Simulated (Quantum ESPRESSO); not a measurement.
CuO:

```xyz
2
Lattice="2.8363 0.0000 0.0000 -1.4182 2.4563 0.0000 0.0000 0.0000 2.7681" Properties=species:S:1:pos:R:3 pbc="T T T"
Cu    0.0000    0.0000    0.0000
O     1.4182    0.8188    1.3841
```

Measurements of this composition are mostly on another form, of space group No. 15.

Base run:

| Quantity | Value |
| --- | --- |
| Program | Quantum ESPRESSO 7.5 |
| Functional | PBE |
| Potentials or basis | SSSP 1.3 efficiency PBE |
| Cutoff | 748 eV |
| Density cutoff | 5987 eV |
| k mesh | 11 × 11 × 10 |
| Occupations | fermi-dirac, width 0.05 eV |
| Spin | no spin polarisation |

Its results: band gap on the k mesh none (metal or under the smearing width); pressure -1.0 GPa.

The run is repeated on the same cell with these changes: functional from PBE to PBEsol; potentials or basis from SSSP 1.3 efficiency PBE to GBRV 1.5 PBEsol; cutoff from 748 eV to 762 eV; density cutoff from 5987 eV to 6095 eV; valence electrons from 17 to 25. What comes out?

Band gap on the k mesh none (metal or under the smearing width); pressure -9.0 GPa.

Caveats: an odd number of electrons without spin polarisation forces a metal; a magnetic or distorted state may lie lower; the run has no spin polarisation, though such a crystal can be magnetic; semilocal functionals often make such compounds metallic where correlation or magnetic order opens a gap, which also shifts bond lengths.
